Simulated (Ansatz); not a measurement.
The calculation used Ansatz, DFT PBE, scalar-relativistic, plane waves, PAW. Settings: cutoff 420 eV, Γ-centred meshes spaced at most about 0.3 Å⁻¹, and about 0.25 Å⁻¹ or finer for metals (2π included), Gaussian smearing. No spin polarisation in the final relaxations.

These are static total energies at zero pressure.

Compare these two cells of Li, each relaxed at this level.

A.

```xyz
3
Lattice="-1.4307 2.5289 4.2069 1.4307 -2.5289 4.2069 1.4307 2.5289 -4.2069" Properties=species:S:1:pos:R:3 pbc="T T T"
Li    1.4307    0.0000    2.7329
Li    0.0000    2.5289    1.4740
Li    0.0000    0.0000    0.0000
```

B.

```xyz
8
Lattice="5.7493 0.0000 0.0000 -2.8747 4.9791 0.0000 0.0000 0.0000 5.6702" Properties=species:S:1:pos:R:3 pbc="T T T"
Li    2.8900    0.0000    4.2527
Li   -1.4450    2.5028    4.2527
Li    1.4297    2.4763    4.2527
Li    2.8593    0.0000    1.4176
Li   -1.4297    2.4763    1.4176
Li    1.4450    2.5028    1.4176
Li    0.0000    0.0000    2.8351
Li    0.0000    0.0000    0.0000
```

Problem. Which would you expect to be lower, and how large is the difference?

Solution. They are level within the accuracy (under 1 meV/atom apart). A has space group Immm (No. 71), 20.3 Å³/atom and no gap on its mesh; B has space group P6_3/mcm (No. 193), 20.3 Å³/atom and no gap. Counting all near atoms (those within 1.25 times the shortest distance at each site; a plus sign parts nearer from farther groups; a slash parts the counts of unlike sites), A has Li 10/11 and B has Li 6+4/2+12. In A, Li on a site of symmetry mm2 is surrounded by 11 Li at 2.86–3.17 Å; around Li on a site of symmetry mmm lie 10 Li at 2.86–3.08 Å. In B, Li on a site of symmetry m2m is surrounded by 6 Li at 2.84–2.87 Å and 4 Li at 3.19–3.22 Å; Li on a site of symmetry -3m has 2 Li at 2.84 Å and 12 Li at 3.19–3.22 Å. Both come from invented guesses. A third cell relaxed alike, in I4/mmm, lies 27 meV/atom below the lower of the two; the P6_3/mcm cell fell into it when its atoms were moved at random. The part of the Crystallography Open Database at hand lists Li in space groups No. 166, 191, 194, 225, 229; no cell shown has one of them.

For metals, differences of a few meV/atom aren't resolved. Cells relaxed within their symmetry can be saddle points; a later kick test found a lower structure for Li P6_3/mcm.
